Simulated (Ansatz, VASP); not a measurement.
# Two plane-wave programs on ZrC

The input INCAR:

```
SYSTEM = ZrC
  PREC = Accurate
  ENCUT = 520
  EDIFF = 1E-6
  ISMEAR = -1
  SIGMA = 0.05
  LREAL = .False.
  LASPH = .True.
  NELM = 80
  ALGO = Normal
  ISIF = 2
  LWAVE = .False.
  LCHARG = .True.
  GGA = PE
  LELF = .True.
  LVHAR = .True.
  NBANDS = 24
```

KPOINTS

```
Automatic mesh
0
Gamma
  9 9 5
  0 0 0
```

File POSCAR:

```
ZrC
1.0
    3.3687140002      0.0000000000      0.0000000000
   -1.6843570001      2.9173919023      0.0000000000
    0.0000000000      0.0000000000      5.2545482188
Zr C
2 2
Direct
    0.6666666667      0.3333333333      0.7500000000
    0.3333333333      0.6666666667      0.2500000000
    0.0000000000      0.0000000000      0.5000000000
    0.0000000000      0.0000000000      0.0000000000
```

Contents of input.yaml:

```yaml
crystal:
  lattice:
    - [3.3687140002, 0.0, 0.0]
    - [-1.6843570001, 2.9173919023, 0.0]
    - [0.0, 0.0, 5.2545482188]
  atoms:
    - { symbol: Zr, position: [0.6666666667, 0.3333333333, 0.75] }
    - { symbol: Zr, position: [0.3333333333, 0.6666666667, 0.25] }
    - { symbol: C, position: [0.0, 0.0, 0.5] }
    - { symbol: C, position: [0.0, 0.0, 0.0] }
hamiltonian:
  xc: pbe
  pseudopotentials: { kind: paw }
kpoints:
  mp_grid: { grid: [9, 9, 5] }
scf:
  occupations: { method: fermi_dirac, width: 0.05 }
output:
  forces: true
  stress: true
  eigenvalues: true
```

The cell comes from a database or a generator and needn't be the stable form of this composition.

Alike in both runs: task single point; functional PBE; k mesh 9 × 9 × 5; occupations fermi-dirac, width 0.05 eV; no spin polarisation.

|  | VASP | Ansatz |
| --- | --- | --- |
| version | VASP 6.6.1 | Ansatz 0.2.0 |
| potentials or method | VASP PAW PBE potentials, release 64 (Zr_sv, C) | Ansatz PAW |
| plane-wave cutoff (eV) | 520 | 420 |
| valence electrons in the cell | 32 | 32 |

Ansatz gave:

| Quantity | Value |
| --- | --- |
| gap on the k mesh at the Fermi level (eV) | none |
| pressure (GPa) | 2.2 |
| largest component of the traceless stress (GPa) | 1.60 |

What did VASP give for the same quantities?

gap on the k mesh at the Fermi level (eV): none; pressure (GPa): 2.4; largest component of the traceless stress (GPa): 1.59.

A gap of «none» marks a metal or a gap that the smearing closes. The functional is the same, so the differences come from potentials, cutoffs and numerics.
